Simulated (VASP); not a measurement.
Input of a VASP 6.6.1 run:

The input INCAR:

```
ALGO = Normal
EDIFF = 1E-6
ENCUT = 520
GGA = PE
ISIF = 2
ISMEAR = 0
IVDW = 12
LASPH = T
LCHARG = F
LREAL = F
LWAVE = F
NBANDS = 11
NELM = 100
PREC = Accurate
SIGMA = 0.1
```

KPOINTS

```
k-points
0
Gamma
  9 9 4
```

File POSCAR:

```
Si
1.0
    2.6655775094      0.0000000000      0.0000000000
   -1.3327887547      2.3084578389      0.0000000000
    0.0000000000      0.0000000000      4.5062692700
Si
2
Direct
    0.3333333300      0.6666666700      0.2500000000
    0.6666666700      0.3333333300      0.7500000000
```

Potentials or basis: VASP PAW PBE potentials, release 64 (Si).

The run is started by

```console
$ cat potpaw_PBE.64/Si/POTCAR > POTCAR
$ mpirun -np 1 vasp_std > vasp.out
```

(1) Estimate the dispersion energy per atom.

(2) Predict the band gap on the k mesh.

(3) Predict the pressure.

Answers

(1) -0.448 eV.

(2) none (metal or under the smearing width).

(3) -2.3 GPa.

Caveat: pairwise dispersion overbinds metals, which lowers pressure and volume.
